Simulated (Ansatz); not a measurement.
## BN

Level of theory: DFT, PBE, scalar-relativistic, no spin polarisation; plane waves to 420 eV with PAW datasets (Ansatz 0.2.0), Γ-centred 16×16×4 mesh, 0.05 eV Gaussian smearing. The datasets are Ansatz's generated set soft_2.

```cif
data_structure
_symmetry_space_group_name_H-M 'P 1'
_symmetry_Int_Tables_number 1
_cell_length_a 2.5122
_cell_length_b 2.5122
_cell_length_c 8.3870
_cell_angle_alpha 90.000
_cell_angle_beta 90.000
_cell_angle_gamma 120.000
_cell_volume 45.84
loop_
_atom_site_label
_atom_site_type_symbol
_atom_site_fract_x
_atom_site_fract_y
_atom_site_fract_z
_atom_site_occupancy
B1 B 0.33333 0.66667 0.25000 1
B2 B 0.66667 0.33333 0.75000 1
N1 N 0.33333 0.66667 0.75000 1
N2 N 0.66667 0.33333 0.25000 1
```

The chain of runs began from a cell as deposited in COD, expanded in volume. The relaxation kept the space group but changed the cell's proportions, one axis by 16 % at equal volume, so the results may not describe the measured structure. The database's entry of this formula in the relaxed cell's space group, P6_3/mmc, has axes of 2.540 × 2.540 × 6.598 Å and 9.22 Å³/atom (2007), the relaxed one 2.512 × 2.512 × 8.387 Å and 11.46.

The cell is relaxed to zero pressure at this level.

Path: Γ–M–K–Γ–A–L–H–A | L–M | H–K, with Γ = (0.000, 0.000, 0.000), M = (0.500, 0.000, 0.000), K = (0.333, 0.333, 0.000), A = (0.000, 0.000, 0.500), L = (0.500, 0.000, 0.500), H = (0.333, 0.333, 0.500) in reciprocal vectors of the calculation's cell.

Q: Is it a metal or an insulator, and if it has a gap, where are the band edges on this path?

A: An insulator with a gap of 4.39 eV on the path, the valence band topping at H and the conduction band bottoming at Γ; the smallest direct gap is 4.66 eV.

Bands as a text map, energy in eV from the Fermi level (dashes), each leg drawn with the same width:
```
  4.86 |                        *                                          
  4.57 |    **                   *     *                                   
  4.29 |     *                    *      *             *                   
  4.00 |                * *           *                                    
  3.71 |   *            *          * *              *   *                  
  3.43 |      *                     *                    *                 
  3.14 |                   *       *      *                                
  2.86 |  *   ******   *          *                *          *****        
  2.57 |         ******     *   **         ********       ******   ********
  2.29 |**     **            ***                                ***        
  2.00 |                                                                   
  1.71 |                                                                   
  1.43 |                                                                   
  1.14 |                                                                   
  0.86 |                                                                   
  0.57 |                                                                   
  0.29 |                                                                   
  0.00 |-------------------------------------------------------------------
 -0.29 |                                                                   
 -0.57 |                                                                   
 -0.86 |                                                                   
 -1.14 |                                                                   
 -1.43 |                                                                   
 -1.71 |                                                                   
 -2.00 |                                                                   
 -2.29 |            ***                         ***                ********
 -2.57 |          ***  *                       *   *                       
 -2.86 |       ****                          **               *****        
        Γ      M      K      Γ      A      L      H      AL       MH      K
```

Within 0.6 eV of the edges the projected states are 93 % N 2p at the top of the valence band and 88 % B 2p at the bottom of the conduction band. The lowest excitation takes an electron from N back to B, as in ionic insulators.

Semilocal functionals underestimate band gaps, commonly by a third or more. The structure is built of weakly bound layers, and this functional has no dispersion term, so their spacing and all that hangs on it (volume, the soft elastic constants, low modes, dielectric constants) are poorly given.
